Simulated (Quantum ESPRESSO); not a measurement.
**C: phonons with LDA**

Crystal: C.

```xyz
1
Lattice="4.2552 0.0000 0.0000 0.0000 4.2552 0.0000 0.0000 0.0000 1.2823" Properties=species:S:1:pos:R:3 pbc="T T T"
C     2.1276    2.1276    0.6411
```

The cell was built by a generator and needn't be a form met in nature.

```
Program                     : Quantum ESPRESSO 7.5
Task                        : phonons
Functional                  : LDA
Potentials or basis         : PseudoDojo 0.4.1 SR LDA standard
Cutoff                      : 1116 eV
Density cutoff              : 4463 eV
k mesh                      : 5 × 5 × 17
Occupations                 : cold, width 0.2 eV
Spin                        : no spin polarisation
Form of the LDA correlation : PW92
Mixing beta                 : 0.5
Most SCF iterations         : 120
SCF threshold               : 2e-10 Ry
```

```yaml
Pressure_after_relaxing: -1.4 GPa
Band_gap_on_the_k_mesh: none (metal or under the smearing width)
Highest_phonon_frequency_at_the_q_point_run: 4 cm⁻¹
Most_unstable_mode: 70i cm⁻¹
```

Stress tensor (GPa, compression positive):
```
-0.87  0.00  0.00
 0.00 -0.87  0.00
 0.00  0.00 -2.58
```

Levels at points of the mesh, in eV from the Fermi level:
| k point | band 1 | band 2 | band 3 | band 4 | band 5 | band 6 |
| --- | --- | --- | --- | --- | --- | --- |
| (0.00, 0.00, 0.00) | -15.55 | -4.67 | -4.67 | 4.09 | 8.35 | 13.03 |

Phonon frequencies in cm⁻¹ (negative: imaginary):
| q point | frequencies |
| --- | --- |
| (0.500, 0.500, 0.000) | -70 -70 4 |

Phonon modes at q = (0.500, 0.500, 0.000) in reciprocal lattice units:
```tsv
mode	symmetry	cm⁻¹
1	E_u	-70
2	E_u	-70
3	B_1u	4
```

It took 44 s on 1 thread of Intel(R) Xeon(R) Platinum 8259CL CPU @ 2.50GHz (Skylake/Cascade Lake) (shared host), peak memory 0.09 GiB.

Caveat: the mesh is thin for the phonons of a metal; some modes are imaginary; the q point doesn't lie on the k mesh, which can shift a metal's frequencies strongly unless the mesh is converged.
